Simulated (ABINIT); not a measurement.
# PbSe (Clausthalite) (Fm-3m) in ABINIT: settings compared, part 2 of 2

ABINIT 10.8.3 (patched build). Earlier steps stand in the parts before.

## (3) Band structure, OLYP

run.abi reads:

```
ndtset 2

pp_dirpath "./"
pseudos "Pb.GGA_PBE-JTH_sp.xml, Se.GGA_PBE-JTH.xml"

acell 8.1795146323 8.1795146323 8.1795146323
rprim
     0.0000000000     0.7071067812     0.7071067812
     0.7071067812     0.0000000000     0.7071067812
     0.7071067812     0.7071067812     0.0000000000
ntypat 2
znucl 82 34
natom 2
typat 1 2
xred
     0.0000000000     0.0000000000     0.0000000000
     0.5000000000     0.5000000000     0.5000000000

ecut 15.0
pawecutdg 30.0

ixc -110131

occopt 3
tsmear 0.00183747

nstep 100

iomode 3
prtwf 0
prteig 0
prtebands 0
enunit 1
prtden1 1

kptopt1 1
ngkpt1 8 8 8
nshiftk1 1
shiftk1 0.0 0.0 0.0
nband1 9
tolvrs1 1.0e-9

iscf2 -2
getden2 1
nband2 13
nbdbuf2 2
tolwfr2 1.0e-12
kptopt2 -9
ndivsm2 8
prteig2 1
kptbounds2
     0.0000000000     0.0000000000     0.0000000000
     0.5000000000     0.0000000000     0.5000000000
     0.5000000000     0.2500000000     0.7500000000
     0.3750000000     0.3750000000     0.7500000000
     0.0000000000     0.0000000000     0.0000000000
     0.5000000000     0.5000000000     0.5000000000
     0.6250000000     0.2500000000     0.6250000000
     0.5000000000     0.2500000000     0.7500000000
     0.5000000000     0.5000000000     0.5000000000
     0.3750000000     0.3750000000     0.7500000000
```

Potentials or basis: JTH PAW PBE v2.0 sp.

The run is started by

```console
$ abinit run.abi > log 2>&1
```

run.abo:

```text
.Version 10.8.3 of ABINIT
 DATASET    1 : space group Fm -3 m (#225); Bravais cF (face-center cubic)
================================================================================
 Values of the parameters that define the memory need for DATASET  1.
     intxc =       0    ionmov =       0      iscf =      17    lmnmax =      13
     lnmax =       5     mgfft =      30  mpssoang =       3    mqgrid =    3001
     natom =       2  nloc_mem =       2    nspden =       1   nspinor =       1
    nsppol =       1      nsym =      48    n1xccc =       1    ntypat =       2
    occopt =       3   xclevel =       2
       mpw =        1084          nfft =       27000          nkpt =          29
 PAW method is used; the additional fine FFT grid is defined by:
   mgfftf=        45    nfftf =     91125
================================================================================
================================================================================

 DATASET    2 : space group Fm -3 m (#225); Bravais cF (face-center cubic)
================================================================================
 Values of the parameters that define the memory need for DATASET  2.
     intxc =       0    ionmov =       0      iscf =      -2    lmnmax =      13
     lnmax =       5     mgfft =      30  mpssoang =       3    mqgrid =    3001
     natom =       2  nloc_mem =       2    nspden =       1   nspinor =       1
    nsppol =       1      nsym =      48    n1xccc =       1    ntypat =       2
    occopt =       3   xclevel =       2
       mpw =        1088          nfft =       27000          nkpt =         139
 PAW method is used; the additional fine FFT grid is defined by:
   mgfftf=        45    nfftf =     91125
================================================================================
================================================================================

--------------------------------------------------------------------------------
------------- Echo of variables that govern the present computation ------------
--------------------------------------------------------------------------------
 -outvars: echo values of preprocessed input variables --------
            acell      8.1795146323E+00  8.1795146323E+00  8.1795146323E+00 Bohr
              amu      2.07200000E+02  7.89600000E+01
             ecut      1.50000000E+01 Hartree
           enunit           1
           getden1          0
           getden2          1
             iscf1         17
             iscf2         -2
                       outvar_i_n : Printing only first  50 k-points.
              ixc     -110131
           jdtset        1    2
                       outvar_i_n : Printing only first  50 k-points.
           kptopt1          1
           kptopt2         -9
         kptrlatt        8    0    0      0    8    0      0    0    8
          kptrlen1     6.54361171E+01
          kptrlen2     3.00000000E+01
            natom           2
            nband1          9
            nband2         13
           nbdbuf1          0
           nbdbuf2          2
           ndtset           2
           ndivsm1          0
           ndivsm2          8
            ngfft          30      30      30
          ngfftdg          45      45      45
             nkpt1         29
             nkpt2        139
            nstep         100
             nsym          48
           ntypat           2
           occopt           3
        pawecutdg      3.00000000E+01 Hartree
         pawxcdev           0
        prtebands           0
           prteig1          0
           prteig2          1
            prtwf           0
[... 1079 lines left out ...]
 -4.3539E-01 -2.8677E-01 -1.4598E-01 -8.1039E-02 -6.7812E-02  1.3933E-01
  1.5586E-01  2.1743E-01  2.3475E-01  3.2238E-01  3.2238E-01  3.3187E-01
  3.3936E-01
 Non-SCF case, kpt  139 (  0.37500  0.37500  0.75000), residuals and eigenvalues=
  3.72E-13  9.93E-13  2.95E-13  8.92E-13  5.86E-13  2.76E-13  3.21E-13  3.38E-13
  2.97E-13  7.44E-13  2.62E-13  5.62E-13  3.70E-13
 -4.3519E-01 -2.8457E-01 -1.4883E-01 -8.3645E-02 -7.1673E-02  1.4518E-01
  1.6211E-01  2.2113E-01  2.2856E-01  3.2402E-01  3.2446E-01  3.3140E-01
  3.3775E-01

--- !ResultsGS
iteration_state: {dtset: 2, }
comment   : Summary of ground state results
lattice_vectors:
- [  0.0000000,   5.7837903,   5.7837903, ]
- [  5.7837903,   0.0000000,   5.7837903, ]
- [  5.7837903,   5.7837903,   0.0000000, ]
lattice_lengths: [   8.17951,    8.17951,    8.17951, ]
lattice_angles: [ 60.000,  60.000,  60.000, ] # degrees, (23, 13, 12)
lattice_volume:   3.8696136E+02
convergence: {deltae:  0.000E+00, res2:  0.000E+00, residm:  9.997E-13, diffor:  0.000E+00, }
etotal    :  -1.32046266E+01
entropy   :   0.00000000E+00
fermie    :   2.41345994E-02
cartesian_stress_tensor: null
pressure_GPa: null
xred      :
- [  0.0000E+00,   0.0000E+00,   0.0000E+00, Pb]
- [  5.0000E-01,   5.0000E-01,   5.0000E-01, Se]
cartesian_forces: null
force_length_stats: {min: null, max: null, mean: null, }
...

 Integrated electronic density in atomic spheres:
 ------------------------------------------------
 Atom  Sphere_radius  Integrated_density
    1        2.91365          2.53318874
    2        2.21132          3.96183103

================================================================================

 ----iterations are completed or convergence reached----

 Mean square residual over all n,k,spin=   50.355E-14; max=  99.966E-14
 reduced coordinates (array xred) for    2 atoms
       0.000000000000      0.000000000000      0.000000000000
       0.500000000000      0.500000000000      0.500000000000

 cartesian coordinates (angstrom) at end:
    1      0.00000000000000     0.00000000000000     0.00000000000000
    2      3.06064999797024     3.06064999797024     3.06064999797024
 length scales=  8.179514632300  8.179514632300  8.179514632300 bohr
              =  4.328412736724  4.328412736724  4.328412736724 angstroms
 Eigenvalues (   eV  ) for nkpt= 139  k points:
 kpt#   1, nband= 13, wtk=  1.00000, kpt=  0.0000  0.0000  0.0000 (reduced coord)
 -13.14216   -5.99755   -1.43218   -1.43218   -1.43218    5.17696    5.17696    5.17696
   6.58458    6.58458    6.58458    7.74938    7.74938
 kpt#   2, nband= 13, wtk=  1.00000, kpt=  0.0217  0.0000  0.0217 (reduced coord)
 -13.13732   -6.01427   -1.43943   -1.43943   -1.40338    5.06749    5.16797    5.16797
   6.56225    6.61331    6.61331    7.75231    7.80008
 kpt#   3, nband= 13, wtk=  1.00000, kpt=  0.0435  0.0000  0.0435 (reduced coord)
 -13.12283   -6.06278   -1.46099   -1.46099   -1.31949    4.77789    5.14430    5.14430
   6.49804    6.69573    6.69573    7.76105    7.91627
 kpt#   4, nband= 13, wtk=  1.00000, kpt=  0.0652  0.0000  0.0652 (reduced coord)
 -13.09883   -6.13861   -1.49624   -1.49624   -1.18768    4.38108    5.11359    5.11359
   6.39911    6.82274    6.82274    7.77551    8.04140
 kpt#   5, nband= 13, wtk=  1.00000, kpt=  0.0870  0.0000  0.0870 (reduced coord)
 -13.06554   -6.23556   -1.54421   -1.54421   -1.01952    3.93599    5.08407    5.08407
   6.27445    6.98371    6.98371    7.79551    8.15104
 kpt#   6, nband= 13, wtk=  1.00000, kpt=  0.1087  0.0000  0.1087 (reduced coord)
 -13.02328   -6.34695   -1.60360   -1.60360   -0.83148    3.48427    5.06219    5.06219
[... 386 lines left out ...]
 -11.89880   -8.01436   -3.48220   -1.93701   -1.45286    3.16537    3.66376    5.32639
   6.96422    8.53672    8.67770    9.16688    9.33328
 kpt# 136, nband= 13, wtk=  1.00000, kpt=  0.4018  0.4018  0.6964 (reduced coord)
 -11.87730   -7.94094   -3.68442   -2.03473   -1.59660    3.39613    3.86515    5.56894
   6.76445    8.61291    8.70094    9.11564    9.30505
 kpt# 137, nband= 13, wtk=  1.00000, kpt=  0.3929  0.3929  0.7143 (reduced coord)
 -11.85972   -7.86988   -3.84925   -2.12447   -1.72737    3.60596    4.05852    5.76591
   6.57131    8.69562    8.73295    9.06759    9.27231
 kpt# 138, nband= 13, wtk=  1.00000, kpt=  0.3839  0.3839  0.7321 (reduced coord)
 -11.84750   -7.80348   -3.97222   -2.20519   -1.84525    3.79140    4.24120    5.91669
   6.38796    8.77239    8.77250    9.03069    9.23441
 kpt# 139, nband= 13, wtk=  1.00000, kpt=  0.3750  0.3750  0.7500 (reduced coord)
 -11.84204   -7.74352   -4.04977   -2.27610   -1.95031    3.95043    4.41119    6.01725
   6.21944    8.81699    8.82887    9.01780    9.19067

== END DATASET(S) ==============================================================
================================================================================

 -outvars: echo values of variables after computation  --------
            acell      8.1795146323E+00  8.1795146323E+00  8.1795146323E+00 Bohr
           etotal1    -1.3204626607E+01
            fcart1    -0.0000000000E+00 -0.0000000000E+00 -0.0000000000E+00
                      -0.0000000000E+00 -0.0000000000E+00 -0.0000000000E+00
            rprim      0.0000000000E+00  7.0710678120E-01  7.0710678120E-01
                       7.0710678120E-01  0.0000000000E+00  7.0710678120E-01
                       7.0710678120E-01  7.0710678120E-01  0.0000000000E+00
           strten1    -1.1403146950E-04 -1.1403146950E-04 -1.1403146950E-04
                       0.0000000000E+00  0.0000000000E+00  0.0000000000E+00
           xangst      0.0000000000E+00  0.0000000000E+00  0.0000000000E+00
                       3.0606499980E+00  3.0606499980E+00  3.0606499980E+00
             xred      0.0000000000E+00  0.0000000000E+00  0.0000000000E+00
                       5.0000000000E-01  5.0000000000E-01  5.0000000000E-01
 Calculation completed.
```

Wall time 36 s (1 thread of Arm Neoverse V2, shared host); peak memory 0.13 GiB.

Results:

| Item | Value |
| --- | --- |
| Free energy | -359.3162 eV |
| Pressure | 3.4 GPa |
| Band gap on the k mesh | 0.63 eV, direct |
| Band gap along the path | 0.63 eV, direct |
| Valence electrons inside the program's atomic spheres | Pb 2.53; Se 3.96 |

Levels at the corners of the path, in eV from the valence-band top:
```
point  band 3  band 4  band 5  band 6  band 7  band 8
    Γ   -1.77   -1.77   -1.77    4.84    4.84    4.84
    X   -4.78   -3.10   -3.10    4.04    5.72    5.72
    W   -4.06   -4.06   -0.77    2.04    5.23    5.23
    K   -4.39   -2.62   -2.29    3.61    4.07    5.68
    Γ   -1.77   -1.77   -1.77    4.84    4.84    4.84
    L   -1.42   -1.42    0.00    0.63    1.84    1.84
    U   -4.39   -2.62   -2.29    3.61    4.07    5.68
    W   -4.06   -4.06   -0.77    2.04    5.23    5.23
    L   -1.42   -1.42    0.00    0.63    1.84    1.84
    K   -4.39   -2.62   -2.29    3.61    4.07    5.68
```

Caveat: the PAW data sets were made with another functional, which shifts forces and pressure a little; spin-orbit coupling is left out, which as a rule narrows the gap of such compounds by several tenths of an eV; this set keeps more shells in the core, which shifts pressures and gaps.

## (4) Band structure, PBEsol

run.abi: that of step 3 with these lines changed.

```diff
@@ -14,5 +14,5 @@
 typat 1 2
-xred
+xcart
      0.0000000000     0.0000000000     0.0000000000
-     0.5000000000     0.5000000000     0.5000000000
+     3.0606500000     3.0606500000     3.0606500000 Angstrom
 
@@ -21,3 +21,3 @@
 
-ixc -110131
+ixc -116133
 
@@ -50,2 +50,3 @@
 prteig2 1
+prtvol2 -3
 kptbounds2
```

Potentials or basis: JTH PAW PBE v2.0 sp.

The run is started by

```console
$ abinit run.abi > log 2>&1
```

run.abo:

```text
.Version 10.8.3 of ABINIT
 DATASET    1 : space group Fm -3 m (#225); Bravais cF (face-center cubic)
================================================================================
 Values of the parameters that define the memory need for DATASET  1.
     intxc =       0    ionmov =       0      iscf =      17    lmnmax =      13
     lnmax =       5     mgfft =      30  mpssoang =       3    mqgrid =    3001
     natom =       2  nloc_mem =       2    nspden =       1   nspinor =       1
    nsppol =       1      nsym =      48    n1xccc =       1    ntypat =       2
    occopt =       3   xclevel =       2
       mpw =        1084          nfft =       27000          nkpt =          29
 PAW method is used; the additional fine FFT grid is defined by:
   mgfftf=        45    nfftf =     91125
================================================================================
================================================================================

 DATASET    2 : space group Fm -3 m (#225); Bravais cF (face-center cubic)
================================================================================
 Values of the parameters that define the memory need for DATASET  2.
     intxc =       0    ionmov =       0      iscf =      -2    lmnmax =      13
     lnmax =       5     mgfft =      30  mpssoang =       3    mqgrid =    3001
     natom =       2  nloc_mem =       2    nspden =       1   nspinor =       1
    nsppol =       1      nsym =      48    n1xccc =       1    ntypat =       2
    occopt =       3   xclevel =       2
       mpw =        1088          nfft =       27000          nkpt =         139
 PAW method is used; the additional fine FFT grid is defined by:
   mgfftf=        45    nfftf =     91125
================================================================================
================================================================================

--------------------------------------------------------------------------------
------------- Echo of variables that govern the present computation ------------
--------------------------------------------------------------------------------
 -outvars: echo values of preprocessed input variables --------
            acell      8.1795146323E+00  8.1795146323E+00  8.1795146323E+00 Bohr
[... 1167 lines left out ...]
              =  4.328412736724  4.328412736724  4.328412736724 angstroms
 Eigenvalues (   eV  ) for nkpt= 139  k points:
 kpt#   1, nband= 13, wtk=  1.00000, kpt=  0.0000  0.0000  0.0000 (reduced coord)
 -13.54948   -6.28157   -1.76928   -1.76928   -1.76928    4.76410    4.76410    4.76410
   6.27199    6.27199    6.27199    8.01707    8.01708
 kpt#   2, nband= 13, wtk=  1.00000, kpt=  0.0217  0.0000  0.0217 (reduced coord)
 -13.54457   -6.29865   -1.77707   -1.77707   -1.73956    4.64922    4.75344    4.75344
   6.23371    6.30643    6.30643    8.02099    8.06653
 kpt#   3, nband= 13, wtk=  1.00000, kpt=  0.0435  0.0000  0.0435 (reduced coord)
 -13.52986   -6.34816   -1.80019   -1.80019   -1.65292    4.34561    4.72546    4.72546
   6.12854    6.40536    6.40536    8.03272    8.13193
 kpt#   4, nband= 13, wtk=  1.00000, kpt=  0.0652  0.0000  0.0652 (reduced coord)
 -13.50548   -6.42542   -1.83796   -1.83796   -1.51663    3.93047    4.68932    4.68932
   5.97733    6.55839    6.55839    8.05216    8.18080
 kpt#   5, nband= 13, wtk=  1.00000, kpt=  0.0870  0.0000  0.0870 (reduced coord)
 -13.47166   -6.52402   -1.88932   -1.88932   -1.34239    3.46575    4.65455    4.65455
   5.79985    6.75398    6.75398    8.07917    8.23245
 kpt#   6, nband= 13, wtk=  1.00000, kpt=  0.1087  0.0000  0.1087 (reduced coord)
 -13.42871   -6.63708   -1.95282   -1.95282   -1.14687    2.99443    4.62835    4.62835
[... 386 lines left out ...]
 -12.28158   -8.31532   -3.97171   -2.32612   -1.86547    2.64711    3.26734    4.86186
   6.53110    8.72851    9.06927    9.97375   10.18471
 kpt# 136, nband= 13, wtk=  1.00000, kpt=  0.4018  0.4018  0.6964 (reduced coord)
 -12.25904   -8.23644   -4.18194   -2.42764   -2.01181    2.88411    3.47617    5.08264
   6.30449    8.88291    9.10510    9.90243   10.14467
 kpt# 137, nband= 13, wtk=  1.00000, kpt=  0.3929  0.3929  0.7143 (reduced coord)
 -12.24052   -8.16008   -4.35376   -2.52057   -2.14407    3.09574    3.67577    5.26267
   6.08808    9.04942    9.16129    9.83701   10.09841
 kpt# 138, nband= 13, wtk=  1.00000, kpt=  0.3839  0.3839  0.7321 (reduced coord)
 -12.22752   -8.08891   -4.48233   -2.60391   -2.26251    3.27775    3.86329    5.40510
   5.88534    9.20294    9.23643    9.78976   10.04512
 kpt# 139, nband= 13, wtk=  1.00000, kpt=  0.3750  0.3750  0.7500 (reduced coord)
 -12.22150   -8.02519   -4.56362   -2.67690   -2.36734    3.42786    4.03660    5.50668
   5.70269    9.31927    9.32730    9.77638    9.98396

== END DATASET(S) ==============================================================
================================================================================

 -outvars: echo values of variables after computation  --------
            acell      8.1795146323E+00  8.1795146323E+00  8.1795146323E+00 Bohr
           etotal1    -1.3337698941E+01
            fcart1    -0.0000000000E+00 -0.0000000000E+00 -0.0000000000E+00
                      -0.0000000000E+00 -0.0000000000E+00 -0.0000000000E+00
            rprim      0.0000000000E+00  7.0710678120E-01  7.0710678120E-01
                       7.0710678120E-01  0.0000000000E+00  7.0710678120E-01
                       7.0710678120E-01  7.0710678120E-01  0.0000000000E+00
           strten1     1.3209888897E-05  1.3209888897E-05  1.3209888897E-05
                       0.0000000000E+00  0.0000000000E+00  0.0000000000E+00
           xangst      0.0000000000E+00  0.0000000000E+00  0.0000000000E+00
                       3.0606499980E+00  3.0606499980E+00  3.0606499980E+00
             xred      0.0000000000E+00  0.0000000000E+00  0.0000000000E+00
                       5.0000000000E-01  5.0000000000E-01  5.0000000000E-01
 Calculation completed.
```

Run time: 40 s. Hardware: 1 thread of Arm Neoverse V2, shared host; peak memory 0.13 GiB.

What came out:

* Free energy: -362.9373 eV
* Pressure: -0.4 GPa
* Band gap on the k mesh: 0.22 eV, direct
* Band gap along the path: 0.22 eV, direct
* Valence electrons inside the program's atomic spheres: Pb 2.53; Se 3.89

Levels at the corners of the path, in eV from the valence-band top:
```tsv
point	band 3	band 4	band 5	band 6	band 7	band 8
Γ	-1.82	-1.82	-1.82	4.71	4.71	4.71
X	-5.02	-3.22	-3.22	3.56	5.62	5.62
W	-4.26	-4.26	-0.77	1.83	4.95	4.95
K	-4.61	-2.73	-2.42	3.38	3.99	5.46
Γ	-1.82	-1.82	-1.82	4.71	4.71	4.71
L	-1.47	-1.47	0.00	0.22	1.65	1.65
U	-4.61	-2.73	-2.42	3.38	3.99	5.46
W	-4.26	-4.26	-0.77	1.83	4.95	4.95
L	-1.47	-1.47	0.00	0.22	1.65	1.65
K	-4.61	-2.73	-2.42	3.38	3.99	5.46
```

Caveat: the PAW data sets were made with another functional, which shifts forces and pressure a little; spin-orbit coupling is left out, which as a rule narrows the gap of such compounds by several tenths of an eV; this set keeps more shells in the core, which shifts pressures and gaps.

## (5) Summary

```csv
level,potentials or basis,cutoff (eV),fine-grid cutoff,gap on the mesh (eV),pressure (GPa)
RPBE,JTH PAW PBE v2.0,463,925.187 eV,0.36,-
OLYP,JTH PAW PBE v2.0 sp,408,816.342 eV,0.63,3.4
PBEsol,JTH PAW PBE v2.0 sp,408,816.342 eV,0.22,-0.4
```

Alike in all rows: task band structure; no spin polarisation; cell as given; k mesh 8 × 8 × 8; smearing fermi-dirac 0.05 eV.

Caveats: the PAW data sets were made with another functional, which shifts forces and pressure a little; spin-orbit coupling is left out, which as a rule narrows the gap of such compounds by several tenths of an eV; this set keeps more shells in the core, which shifts pressures and gaps (some runs).

Total energies depend on the potentials used, so only differences within one code and one set of settings carry meaning.

## (6) How close it comes

Step 2. Measured gap of PbSe: 0.15 eV (direct; 4.2 K; a printed reference work, monograph). This calculation gives 0.36 eV (+0.21 eV). 2 values of this kind are on record (0.15 to 0.28 eV); this one was drawn at random. Spin-orbit coupling on Pb, Se is left out. The value is that of RPBE on a finite k mesh, which can miss the band edges, without temperature or zero-point motion.

Step 3. A measured gap of PbSe is 0.15 eV (direct; 4.2 K; a printed reference work, monograph); the calculated 0.63 eV misses it by +0.48 eV. 2 values of this kind are on record (0.15 to 0.28 eV); this one was drawn at random. Spin-orbit coupling on Pb, Se is left out. The value is that of OLYP, without temperature or zero-point motion.

Step 4. A measured gap of PbSe is 0.28 eV (direct; 300 K; a printed reference work, monograph); the calculated 0.22 eV misses it by -0.06 eV. 2 values of this kind are on record (0.15 to 0.28 eV); this one was drawn at random. Spin-orbit coupling on Pb, Se is left out. The value is that of PBEsol, without temperature or zero-point motion. Semilocal functionals fall short of measured gaps as a rule.
